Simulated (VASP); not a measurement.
The system is Ti2O.

```
CELL_PARAMETERS angstrom
2.91940 0.00000 0.00000
-1.45970 2.52827 0.00000
0.00000 0.00000 4.71300
ATOMIC_POSITIONS crystal
Ti 0.33333 0.66667 0.72126
Ti 0.66667 0.33333 0.27874
O 0.00000 0.00000 0.00000
```

* Program: VASP 6.6.1
* Task: relaxation of cell and atoms
* Functional: r2SCAN
* Potentials or basis: VASP PAW PBE potentials, release 64 (Ti_sv, O)
* Cutoff: 600 eV
* k mesh: 10 × 10 × 6
* Occupations: fermi-dirac, width 0.05 eV
* Spin: no spin polarisation

At the start: pressure 10.1 GPa; volume 11.60 Å³/atom.

Problem. Where does the relaxation end?

Solution. Over 10 steps the energy falls by 32.8 meV/atom and the volume is 12.16 Å³/atom (+4.9 %); space group P-3m1 (No. 164, to 0.05 Å).

Step by step:
| step | energy change (eV) | largest force (eV/Å) | pressure (GPa) | volume (Å³) |
| --- | --- | --- | --- | --- |
| 1 | 0.0000 | 0.9997 | 10.11 | 34.79 |
| 2 | -0.0259 | 0.0414 | -9.83 | 38.59 |
| 3 | -0.0912 | 0.3388 | -1.69 | 36.76 |
| 4 | -0.0913 | 0.3491 | -1.49 | 36.72 |
| 5 | -0.0977 | 0.0210 | 0.75 | 36.35 |
| 6 | -0.0979 | 0.0408 | 0.36 | 36.41 |
| 7 | -0.0985 | 0.0024 | -0.10 | 36.50 |
| 8 | -0.0985 | 0.0050 | -0.20 | 36.52 |
| 9 | -0.0985 | 0.0051 | 0.11 | 36.47 |
| 10 | -0.0985 | 0.0051 | 0.01 | 36.49 |

Final structure:
```
CELL_PARAMETERS angstrom
2.95442 0.00000 0.00000
-1.47721 2.55860 0.00000
0.00000 0.00000 4.82674
ATOMIC_POSITIONS crystal
Ti 0.33333 0.66667 0.73057
Ti 0.66667 0.33333 0.26943
O 0.00000 0.00000 0.00000
```

Caveat: the PAW data sets were made with another functional, which shifts forces and pressure a little.
